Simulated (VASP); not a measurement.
A run of VASP 6.6.1 is set up as follows.

Contents of INCAR:

```
PREC = Accurate ; ENCUT = 600
EDIFF = 1E-6 ; ISMEAR = 1
SIGMA = 0.1 ; LREAL = False
LASPH = True ; NELM = 80
ALGO = Normal ; ISIF = 3
LWAVE = False ; LCHARG = False
GGA = PE ; IBRION = 2
NSW = 90 ; EDIFFG = -0.01
```

The input KPOINTS:

```
Automatic mesh
0
Gamma
  15 15 10
```

File POSCAR:

```
ZrB2
1.0
    3.1700000000      0.0000000000      0.0000000000
   -1.5850000000      2.7453005300      0.0000000000
    0.0000000000      0.0000000000      3.5330000000
Zr B
1 2
Direct
    0.0000000000      0.0000000000      0.0000000000
    0.3333333300      0.6666666700      0.5000000000
    0.6666666700      0.3333333300      0.5000000000
```

Potentials or basis: VASP PAW PBE potentials, release 64 (Zr_sv, B).

Launch:

```sh
$ cat potpaw_PBE.64/Zr_sv/POTCAR potpaw_PBE.64/B/POTCAR > POTCAR
$ mpirun -np 1 vasp_std > vasp.out
```

What does it give for the band gap on the k mesh?

None (metal or under the smearing width).

Estimate the space group after relaxing (to 0.05 Å).

P6/mmm (No. 191).

The path:
| step | energy change (eV) | largest force (eV/Å) | pressure (GPa) | volume (Å³) |
| --- | --- | --- | --- | --- |
| 1 | 0.0000 | 0.0000 | 0.89 | 30.75 |
| 2 | 0.0001 | 0.0000 | -1.07 | 31.00 |
| 3 | -0.0003 | 0.0000 | -0.02 | 30.86 |
| 4 | -0.0003 | 0.0000 | -0.01 | 30.87 |
| 5 | -0.0002 | 0.0000 | -0.56 | 30.93 |
| 6 | -0.0003 | 0.0000 | -0.07 | 30.87 |
| 7 | -0.0004 | 0.0000 | -0.03 | 30.87 |

PBE usually gives volumes a little too large and moduli too small. Zero-point motion and thermal expansion aren't in these numbers.
